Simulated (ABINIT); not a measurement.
GaP:

```
CELL_PARAMETERS angstrom
0.00000 2.72525 2.72525
2.72525 0.00000 2.72525
2.72525 2.72525 0.00000
ATOMIC_POSITIONS crystal
Ga 0.00000 0.00000 0.00000
P 0.75000 0.75000 0.75000
```

Base run:

```yaml
Program: ABINIT 10.8.3 (patched build)
Functional: BLYP
Potentials_or_basis: PseudoDojo NC SR PBE v0.4.1 standard
Cutoff: 1088 eV
k_mesh: 8 × 8 × 8
Occupations: fermi-dirac, width 0.05 eV
Spin: no spin polarisation
```

Its results: band gap on the k mesh 1.66 eV, indirect (least direct gap 1.71 eV); pressure 6.1 GPa.

**Question.** After a change of settings the same cell gave: band gap on the k mesh 1.76 eV, indirect (least direct gap 1.96 eV); pressure 4.7 GPa. Which change was it?
A. functional from BLYP to SOGGA; potentials or basis from PseudoDojo NC SR PBE v0.4.1 standard to PseudoDojo NC SR PBEsol v0.4.1 standard
B. functional from BLYP to LDA; potentials or basis from PseudoDojo NC SR PBE v0.4.1 standard to PseudoDojo NC SR LDA v0.4.1 standard
C. functional from BLYP to WC; potentials or basis from PseudoDojo NC SR PBE v0.4.1 standard to PseudoDojo NC SR PBEsol v0.4.1 standard
D. functional from BLYP to RPBE

**Answer.** D.

Caveats: the potentials were made for another functional, which shifts forces and pressure.

Runs at the PBE level aren't shown here.
